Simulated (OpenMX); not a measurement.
FeO in OpenMX: convergence with VNA

Input of the first run (VNA 1 3); the others differ in this setting and in those tied to it:

The input FeO.dat:

```
System.CurrrentDirectory             ./
System.Name                          FeO
DATA.PATH                            ./DFT_DATA13
level.of.stdout                      1
level.of.fileout                     0
Species.Number                       2
<Definition.of.Atomic.Species
  Fe  Fe6.0H-s2p2d1          Fe_PBE13H
  O   O6.0-s2p2              O_PBE13
Definition.of.Atomic.Species>

Atoms.Number                         2
Atoms.SpeciesAndCoordinates.Unit     Ang
<Atoms.SpeciesAndCoordinates
    1  Fe   -0.0481704433   -0.0099506643   -0.0318446505   9.500  6.500
    2  O     0.0749239682    0.0450735774    2.1309394279   3.000  3.000
Atoms.SpeciesAndCoordinates>

Atoms.UnitVectors.Unit               Ang
<Atoms.UnitVectors
    -1.6021034130    1.6021034130    2.0833922500
     1.6021034130   -1.6021034130    2.0833922500
     1.6021034130    1.6021034130   -2.0833922500
Atoms.UnitVectors>

scf.XcType                           GGA-PBE
scf.SpinPolarization                 on
scf.ElectronicTemperature            580.226
scf.energycutoff                     500.0
scf.maxIter                          160
scf.EigenvalueSolver                 band
scf.Kgrid                            9 9 9
scf.Mixing.Type                      rmm-diisk
scf.Init.Mixing.Weight               0.01
scf.Min.Mixing.Weight                0.001
scf.Max.Mixing.Weight                0.2
scf.Mixing.History                   40
scf.Mixing.StartPulay                15
scf.criterion                        1.0e-8
scf.stress.tensor                    on
MD.Type                              nomd
scf.BufferL.VNA                      1
scf.RadialF.VNA                      3
```

Potentials or basis: OpenMX 2013 PBE set, Fe6.0H-s2p2d1, O6.0-s2p2, grid cutoff 500 Ry.

The run is started by

```console
$ openmx FeO.dat -nt 1 > FeO.std
```

The cell isn't the ideal one: atoms moved at random, drawn with an rms of 0.15 Å.

The cell comes from a database or a generator and needn't be the stable form of this composition.

Hardware: 1 thread of Intel(R) Xeon(R) 6975P-C (Granite Rapids), with other jobs on the host.

Task: The values tried are 1 3, 2 4, 3 6, 4 8, 5 10, 6 12, 6 16, loosest first. From which on does the pressure stay within 0.1 GPa of the tightest run that finished?

Result: From 5 10 on.

```tsv
VNA	energy less the tightest run, at zero smearing (meV/atom)	pressure (GPa)	largest force (eV/Å)	largest site moment (μB)	SCF cycles	CPU time (s)	peak memory (GiB)
1 3	76.66	-3.74	0.638	3.68	29	52	0.4
2 4	29.45	-4.65	0.630	3.67	30	55	0.4
3 6	17.31	-4.76	0.632	3.66	27	53	0.41
4 8	9.14	-5.04	0.620	3.66	30	60	0.43
5 10	1.82	-5.40	0.623	3.66	30	62	0.46
6 12	0.67	-5.44	0.624	3.66	29	66	0.49
6 16	0.00	-5.45	0.625	3.66	29	71	0.47
```

Against the tightest run, the energy stays within 1 meV/atom from 6 12 on; the largest force stays within 0.005 eV/Å from 5 10 on; the largest site moment stays within 0.02 μB from 1 3 on. The tightest run that finished is the yardstick and may itself not be fully converged.

Caveat, for the tightest run too: the transition metal has a single d function, too few for pressures, volumes and moments; the basis of atomic orbitals isn't converged, which shifts pressures, moduli and gaps; a cell with one magnetic atom can't hold antiferromagnetic order, which such compounds often take; semilocal functionals often make such compounds metallic where correlation or magnetic order opens a gap, which also shifts bond lengths.
